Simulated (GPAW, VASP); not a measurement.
This is a calculation of HfB2 for GPAW 26.7.0 (ASE script). 

The input run.py:

```python
from ase import Atoms
from ase.dft.bandgap import bandgap
from ase.io import write
from ase.units import GPa
from gpaw import GPAW, PW

atoms = Atoms(['Hf', 'B', 'B'],
              cell=[[3.14, 0.0, 0.0],
                    [-1.57, 2.7193197679, 0.0],
                    [0.0, 0.0, 3.48]],
              scaled_positions=[[0.0, 0.0, 0.0],
                                [0.6666666667, 0.3333333333, 0.5],
                                [0.3333333333, 0.6666666667, 0.5]],
              pbc=True)

calc = GPAW(mode=PW(800),
            xc='PBE',
            kpts={'size': (10, 10, 8), 'gamma': True},
            occupations={'name': 'methfessel-paxton', 'order': 0, 'width': 0.05},
            nbands=20,
            convergence={'density': 1e-05, 'energy': 1e-05},
            maxiter=150,
            txt='gpaw.txt')
atoms.calc = calc
energy = atoms.get_potential_energy()
forces = atoms.get_forces()
stress = atoms.get_stress()
calc.write('gs.gpw')
write('result.traj', atoms)
print(f'Energy: {energy:.6f} eV')
print('Forces (eV/A):')
print(forces.round(4))
print('Stress (GPa):', (stress / GPa).round(3))
print('Fermi level:', round(calc.get_fermi_level(), 4), 'eV')
print(f'Gap: {bandgap(calc)[0]:.4f} eV, direct: {bandgap(calc, direct=True)[0]:.4f} eV')
```

Potentials or basis: GPAW PAW data sets (gpaw-data 1.2.1), pw.

Run with:

```console
$ OMP_NUM_THREADS=1 python run.py
```

Problem. Translate it to VASP 6.6.1. Potentials or basis there: PBE PAW files B, Hf, 500 eV.

Solution. As run (cutoffs and basis follow the program's own potentials, and thresholds, step limits or extra output files can differ):

The input INCAR:

```
SYSTEM = HfB2
PREC = Accurate
ENCUT = 500
EDIFF = 1E-7
ISMEAR = 0
SIGMA = 0.05
LREAL = .FALSE.
LASPH = .TRUE.
NELM = 60
ALGO = Normal
ISIF = 2
LWAVE = .FALSE.
LCHARG = .FALSE.
GGA = PE
```

File KPOINTS:

```
Automatic mesh
0
G
  10 10 8
  0 0 0
```

The input POSCAR:

```
HfB2
1.0
    3.1400000000      0.0000000000      0.0000000000
   -1.5700000000      2.7193197679      0.0000000000
    0.0000000000      0.0000000000      3.4800000000
Hf B
1 2
Cartesian
    0.0000000000      0.0000000000      0.0000000000
    1.5700000002      0.9064399225      1.7400000000
   -0.0000000002      1.8128798454      1.7400000000
```

Potentials or basis: VASP PAW PBE potentials, release 64 (Hf, B).

Launch:

```bash
$ cat potpaw_PBE.64/Hf/POTCAR potpaw_PBE.64/B/POTCAR > POTCAR
$ mpirun -np 1 vasp_std > vasp.out
```

Both were run:

|  | GPAW | VASP |
| --- | --- | --- |
| Pressure | 2.1 GPa | 1.1 GPa |

The potentials hold 18 and 10 valence electrons a cell.

Pressure is positive in compression.
